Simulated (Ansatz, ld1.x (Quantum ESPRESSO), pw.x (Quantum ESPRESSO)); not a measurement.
## Equation-of-state test of one TM potential (Mn (Z = 25))

```
Element                 : manganese
Generator               : ld1.x (Quantum ESPRESSO) 7.5
Type                    : norm-conserving Troullier–Martins (Kleinman–Bylander form)
Functional              : LDA (PW92)
Relativity              : scalar-relativistic
Frozen core             : [Ar]
Valence charge          : 7
Reference configuration : 3d5 4s2 4p0
Partial waves           : 4p (bound, empty): rc 4.46 bohr; 3d (bound): rc 2.20 bohr; 4s (bound): rc 3.14 bohr
Local potential         : the s channel
Core correction         : Bessel-smoothed model core inside 1.45 bohr
```

Atomic tests: cutoffs needed: 55 Ry and 90 Ry (the cutoffs (Ry, on a coarse ladder) from which the occupation-weighted sum of valence levels, in a spherical-Bessel basis at the reference potential, stays within 10 and 1 mRy of its value at 400 Ry); ghost test: no extra level below or beside the all-electron valence levels (p, d, s, f tested) (spherical-Bessel basis up to 400 Ry, 20 bohr box); configuration tests: 2 of 9 tests not solved or not reliable.

Crystal test: bcc Mn in pw.x 7.5, no spin, 17³ k-points, Fermi–Dirac smearing 0.01 Ry, cutoffs 110/440 Ry. The reference is all-electron LAPW (Ansatz 0.2.0) with the same functional, mesh and smearing; V0 and B0 come from Birch–Murnaghan fits to the pressures at five volumes. Errors are pseudo minus all-electron; Δ is the rms difference of the E(V) curves that follow from these fits, minima aligned, over ±6 % about the mean V0. Mesh and smearing are coarse, so the numbers serve the comparison and aren't converged zero-temperature values; the lattice is a test structure that the element need not adopt. Spin polarisation and strong correlation are left out, which matters for this element.

| V (Å³/atom) | P all-electron (GPa) | P pseudo (GPa) |
| --- | --- | --- |
| 9.631 | 18.89 | 30.55 |
| 9.885 | 8.92 | 20.27 |
| 10.138 | 0.21 | 11.08 |
| 10.391 | -7.39 | 2.91 |
| 10.645 | -14.02 | -4.37 |

All-electron: a0 = 2.727 Å (V0 = 10.14 Å³/atom), B0 = 324.0 GPa.

Pseudopotential: mean pressure error (GPa): +10.77; a0 (Å): 2.758; a0 error (%): +1.12; B0 error (%): -5.7; Δ (meV/atom): 23.4. The largest radius (4.46 bohr) exceeds half the bond length (2.23 bohr), so the spheres overlap, which is one possible source of error among others. This is a poor potential for the solid. Atomic configuration tests: 2 of 9 tests not solved or not reliable.

At the middle volume, how do free energy and pressure move when the wave cutoff is lowered (ecutrho kept at four times it)?

```tsv
cutoff (Ry)	shift of F (meV/atom)	shift of P (GPa)
50	+508.2	-61.10
66	+20.0	-0.47
88	+11.9	-0.37
```

The run at the middle volume (165 k-points, 6 iterations) took about 20 s on one core of a shared host (Neoverse-V1, 32 threads, 247 GiB, load 14).
